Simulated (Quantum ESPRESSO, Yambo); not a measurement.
# A GW chain in Yambo: GaAs (F-43m), part 2 of 3

How does a plane-wave GW calculation on GaAs (F-43m) run from the first input to the gap?

Quantum ESPRESSO 7.5 and Yambo 5.3.0; PBE and many-body steps on it, plane waves. Known limits of the many-body steps: not at the basis limit; no spin-orbit coupling; coarse k mesh.

So far. Step 2 (Ground state): The gap is direct, at Γ. Step 3 (Bands along the symmetry lines): The gap is 0.518 eV, as in the run before at this level.

## 4. Empty states on the mesh, 4×4×4 mesh, 210 bands

Level of this step: DFT, PBE, plane waves, norm-conserving pseudopotentials (Quantum ESPRESSO).

The sums over transitions need many empty states on a uniform mesh; this step solves for them.

pw.in reads:

```
&control
  calculation = 'nscf'
  prefix = 'x'
  outdir = 'o'
  pseudo_dir = 'pseudo'
/
&system
  ibrav = 0
  nat = 2
  ntyp = 2
  ecutwfc = 104.0
  nbnd = 210
  force_symmorphic = .true.
/
&electrons
  conv_thr = 1e-9
  electron_maxstep = 80
  diago_full_acc = .true.
  diago_thr_init = 5e-6
/
ATOMIC_SPECIES
  Ga 69.723 Ga.upf
  As 74.922 As.upf
CELL_PARAMETERS angstrom
  0.0000000000 2.8268500000 2.8268500000
  2.8268500000 0.0000000000 2.8268500000
  2.8268500000 2.8268500000 0.0000000000
ATOMIC_POSITIONS crystal
  Ga 0.0000000000 0.0000000000 0.0000000000
  As 0.2500000000 0.2500000000 0.2500000000
K_POINTS automatic
  4 4 4 0 0 0
```

Run with:

```console
$ OMP_NUM_THREADS=1 mpirun -n 4 pw.x -nk 4 -in pw.in > pw.out
```

The log of the run:

```text
[banner, memory and clock lines left out]
Program PWSCF v.7.5 starts

     Atomic positions and unit cell read from directory:
     o/x.save/

     Message from routine setup:
     using ibrav=0 with symmetry is DISCOURAGED, use correct ibrav instead

     G-vector sticks info

     bravais-lattice index     =            0
     lattice parameter (alat)  =       7.5547  a.u.
     unit-cell volume          =     304.8842 (a.u.)^3
     number of atoms/cell      =            2
     number of atomic types    =            2
     number of electrons       =        44.00
     number of Kohn-Sham states=          210
     kinetic-energy cutoff     =     104.0000  Ry
     charge density cutoff     =     416.0000  Ry
     Exchange-correlation= PBE
                           (   1   4   3   4   0   0   0)

     celldm(1)=   7.554690  celldm(2)=   0.000000  celldm(3)=   0.000000
     celldm(4)=   0.000000  celldm(5)=   0.000000  celldm(6)=   0.000000

     crystal axes: (cart. coord. in units of alat)
               a(1) = (   0.000000   0.707107   0.707107 )
               a(2) = (   0.707107   0.000000   0.707107 )
               a(3) = (   0.707107   0.707107   0.000000 )

     reciprocal axes: (cart. coord. in units 2 pi/alat)
               b(1) = ( -0.707107  0.707107  0.707107 )
               b(2) = (  0.707107 -0.707107  0.707107 )
               b(3) = (  0.707107  0.707107 -0.707107 )
     Pseudo is Norm-conserving + core correction, Zval = 21.0
     Generated using ONCVPSP code by D. R. Hamann
     Using radial grid of 1902 points,  6 beta functions with:
     Pseudo is Norm-conserving + core correction, Zval = 23.0
     Generated using ONCVPSP code by D. R. Hamann
     Using radial grid of 1358 points,  6 beta functions with:
     Ga               21.00    69.72300     Ga( 1.00)
     As               23.00    74.92200     As( 1.00)

     24 Sym. Ops. (no inversion) found

   Cartesian axes

     site n.     atom                  positions (alat units)
         1        Ga     tau(   1) = (   0.0000000   0.0000000   0.0000000  )
         2        As     tau(   2) = (   0.3535534   0.3535534   0.3535534  )

     number of k points=     8
                       cart. coord. in units 2pi/alat
        k(    1) = (   0.0000000   0.0000000   0.0000000), wk =   0.0312500
        k(    2) = (   0.1767767   0.1767767  -0.1767767), wk =   0.2500000
        k(    3) = (  -0.3535534  -0.3535534   0.3535534), wk =   0.1250000
[...]
k(    7) = (  -0.7071068   0.0000000   0.0000000), wk =   0.0937500
        k(    8) = (  -0.7071068   0.3535534   0.0000000), wk =   0.1875000

     Dense  grid:    43655 G-vectors     FFT dimensions: (  50,  50,  50)

     The potential is recalculated from file :
     o/x.save/charge-density

     Starting wfcs are   26 randomized atomic wfcs +  184 random wfcs

     Band Structure Calculation

     End of band structure calculation

          k = 0.0000 0.0000 0.0000 (  5577 PWs)   bands (ev):

  -174.9302-133.8474-118.3121-118.3121-118.3121 -84.5719 -84.5719 -84.5719
   -25.3230 -25.3230 -25.3230 -25.3139 -25.3139  -4.9669  -4.9669  -4.9669
    -4.8900  -4.8900  -2.8987   9.8275   9.8275   9.8275  10.3456  13.5642
    13.5642  13.5642  17.4293  19.9896  19.9896  21.3957  21.3957  21.3957
[...]
[... 15 further rows ...]
[...]
158.1020 158.1021

          k = 0.1768 0.1768-0.1768 (  5459 PWs)   bands (ev):

  -174.9302-133.8473-118.3121-118.3121-118.3121 -84.5717 -84.5717 -84.5717
[...]
[... 15 further rows ...]
[...]
150.6603 151.1650

          k =-0.3536-0.3536 0.3536 (  5444 PWs)   bands (ev):

  -174.9302-133.8473-118.3121-118.3121-118.3121 -84.5717 -84.5717 -84.5717
[...]
66.3909  66.3909  66.8454  68.4226  68.4226  68.6866  68.6866  68.7091
     [... 15 further rows ...]
   146.3340 146.7244 146.7244 147.8473 149.9770 149.9913 149.9913 150.4310
   151.3738 151.3738

          k = 0.3536 0.0000 0.0000 (  5457 PWs)   bands (ev):

     [... further k-points ...]

     highest occupied, lowest unoccupied level (ev):     9.8275   10.3456

     XML data file, pseudopotentials, collected wavefunctions
```

It took 24 s on 4 MPI ranks of Arm Neoverse V1, shared host; peak memory 0.6 GiB; 95 s of CPU time.

This step gave:

```
gap                                                           : 0.5181 eV
k of the valence top                                          : 0, 0, 0
k of the conduction bottom                                    : 0, 0, 0
least direct gap                                              : 0.5181 eV
k points computed                                             : 8
lowest point of the top converged band, above the valence top : 137.6153 eV
```

On this mesh the gap is 0.518 eV.

## 5. Conversion and set-up

This step: Yambo 5.3.0; conversion and set-up on PBE, plane waves, norm-conserving pseudopotentials.

The states are converted to the many-body program's format and the q mesh is built.

Run with:

```console
$ (cd o/x.save; p2y > p2y.log; mv SAVE ../..); yambo > setup.log
```

The log of the run:

```text
 Yambo, version 5.3.0

 [02] CORE Variables Setup
 =========================

  [02.01] Unit cells
  ==================

  Cell kind             :  FCC
  Atoms in the cell     :  Ga  As
  number of Ga atoms    :  1
  number of As atoms    :  1

  List of atomic masses
  Mass of Ga    :  69.72300
  Mass of As    :  74.92200

  List of atomic coordinates    : [cc]
  Ga1       :  0.000000  0.000000  0.000000  order 1
  As1       :  2.670986  2.670986  2.670986  order 2

  Alat factors          :  5.341972  5.341972  5.341972 [a.u.]
  Direct lattice volume :  304.8842 [a.u.]
  Direct lattice vectors:  A[ 1 ]  A[ 2 ]  A[ 3 ]
   A[ 1 ]:  0.000000  1.000000  1.000000  [iru]
   0.000000  5.341972  5.341972  [cc]
   A[ 2 ]:  1.000000  0.000000  1.000000  [iru]
   5.341972  0.000000  5.341972  [cc]
   A[ 3 ]:  1.000000  1.000000  0.000000  [iru]
   5.341972  5.341972  0.000000  [cc]

  Recip. lattice volume :  0.813588 [a.u.]
  Recip. lattice vectors:  B[ 1 ]  B[ 2 ]  B[ 3 ]
   B[ 1 ]: -0.500000  0.500000  0.500000  [iku]
  -0.588096  0.588096  0.588096  [cc]
   B[ 2 ]:  0.500000 -0.500000  0.500000  [iku]
   0.588096 -0.588096  0.588096  [cc]
   B[ 3 ]:  0.500000  0.500000 -0.500000  [iku]
   0.588096  0.588096 -0.588096  [cc]

  [02.02] Symmetries
  ==================

  Inversion symmetry    : yes
  Spatial inversion     : no
  Inversion index       :  25
  K-space Time-reversal : yes
  Magnetic symmetries   : no
  Time-reversal derived K-space symmetries:   25   48
  Group table correct   : yes
  Symmetries units      :  [cc]

   [S  1]:   1.0000      0.14712E-16  0.14712E-16  0.14712E-16   1.0000     -0.14712E-16 -0.14712E-16 -0.14712E-16   1.0000
   [S  2]:  -1.0000     -0.14712E-16  0.14712E-16 -0.14712E-16  -1.0000     -0.14712E-16  0.14712E-16  0.14712E-16   1.0000
   [S  3]:  -1.0000      0.14712E-16 -0.14712E-16 -0.14712E-16   1.0000      0.14712E-16  0.14712E-16 -0.14712E-16  -1.0000
[...]
[S  9]:  0.14712E-16   1.0000      0.14712E-16 -0.14712E-16  0.14712E-16   1.0000       1.0000     -0.14712E-16 -0.14712E-16
   [S 10]:  0.14712E-16  -1.0000     -0.14712E-16 -0.14712E-16 -0.14712E-16  -1.0000       1.0000      0.14712E-16  0.14712E-16
     [... 36 further rows ...]
   [S*47]:   1.0000      0.14712E-16 -0.14712E-16  0.14712E-16 -0.14712E-16  -1.0000     -0.14712E-16   1.0000      0.14712E-16
   [S*48]:   1.0000     -0.14712E-16  0.14712E-16  0.14712E-16  0.14712E-16   1.0000     -0.14712E-16  -1.0000     -0.14712E-16

  [02.03] Reciprocal space
  ========================

  nG shells         :   403
  nG charge         :   43655
  nG WFs            :   6501
  nC WFs            :   5577
  G-vecs. in first 40 shells:  [ Number ]
     1    9   15   27   51   59   65   89  113
    137   169   181   229   259   283   307   331   339
    387   411   459   531   537   561   609   645   701
[...]
1139  1211  1243  1291
  ...
[...]
K/Q-points units:
  rlu = crystal or reduced units; cc = cartesian coordinates; iku = interal k-units

  K [1]          [rlu]:  0.000000  0.000000  0.000000
         WF components:   5577
  K [2]          [rlu]: -0.91587E-18 -0.91587E-18  0.25000
         WF components:   5459
  K [3]          [rlu]:  0.18317E-17  0.18317E-17 -0.50000
         WF components:   5444
  K [4]          [rlu]: -0.26116E-17  0.25000      0.25000
         WF components:   5457
  K [5]          [rlu]:  0.18030E-16  0.25000     -0.50000
         WF components:   5467
  [... 2 further k-points ...]
  K [8]          [rlu]:  0.250000 -0.500000 -0.250000
         WF components:   5440

  [02.05] Energies & Occupations
  ==============================

  [X] === General ===
  [X] Electronic Temperature                        :  0.000000  0.000000 [eV K]
  [X] Bosonic    Temperature                        :  0.000000  0.000000 [eV K]
  [X] Finite Temperature mode                       : no
  [X] El. density                                   :  0.97390E+24 [cm-3]
  [X] Fermi Level                                   :  9.827511 [eV]

  [X] === Gaps and Widths ===
  [X] Conduction Band Min                           :  0.518057 [eV]
  [X] Valence Band Max                              :  0.000000 [eV]
  [X] Filled Bands                                  :  22
  [X] Empty Bands                                   :   23  210
  [X] Direct Gap                                    :  0.518057 [eV]
  [X] Direct Gap localized at k                     :  1
  [X] Indirect Gap                                  :  0.518057 [eV]
  [X] Indirect Gap between kpts                     :  1  1
  [X] Last valence band width                       :  3.339194 [eV]
  [X] 1st conduction band width                     :  4.106600 [eV]

  E @ K [1]:  [eV]
  -184.7577 -143.6748 -128.1396 -128.1396 -128.1396  -94.3994  -94.3994  -94.3994
  -35.15048 -35.15048 -35.15048 -35.14141 -35.14141 -14.79439 -14.79439 -14.79439
   -14.717      -14.717      -12.726     -0.49097E-09 -0.12271E-09   0.0000      0.51806       3.7367
[...]
occ @ K [1]
[...]
E @ K [2]:  [eV]
[...]
occ @ K [2]
[...]
E @ K [3]:  [eV]
[...]
occ @ K [3]
[...]
E @ K [4]:  [eV]
[...]
occ @ K [4]
[...]
E @ K [5]:  [eV]
[...]
occ @ K [5]
[...]
[... 2 further k-points ...]
  E @ K [8]:  [eV]
[...]
occ @ K [8]
[...]
0.000000  0.000000  0.000000  0.000000  0.000000  0.000000  0.000000  0.000000
   0.000000  0.000000  0.000000  0.000000  0.000000  0.000000  0.000000  0.000000

 [03] Transferred momenta grid and indexing
 ==========================================

 IBZ Q-points                                      :   8
 BZ  Q-points                                      :   64

 K/Q-points units:
 rlu = crystal or reduced units; cc = cartesian coordinates; iku = interal k-units

 Q [1]          [rlu]:  0.000000  0.000000  0.000000
 Q [2]          [rlu]: -0.91587E-18 -0.91587E-18  0.25000
 Q [3]          [rlu]:  0.18317E-17  0.18317E-17 -0.50000
[...]
Q [7]          [rlu]:  0.52231E-17 -0.50000     -0.50000
 Q [8]          [rlu]:  0.250000 -0.500000 -0.250000

  [03.01] X indexes
  =================

   [03.01.01] Sigma indexes
   ========================

 [06] Game Over & Game summary
```

Run time: 3.2 s. Hardware: 1 MPI rank; peak memory 0.26 GiB.

(Part 2 of 3 ends here.)

[Paths, hosts, dates, memory and timing lines, banners, echoed tables and standing remarks are left out of the program output.]

[Logs are printed without paths, hosts, clocks, repeated set-up lines and the standing remarks that a program may print on its own settings, such as how far it seeks lower states.]

[Runs of the session that timed out or met a known fault of the program may be left out.]

[Hosts, paths, dates, database ids (printed as entryN), source tags and the programs' standing remarks are cut or masked in the printed files.]
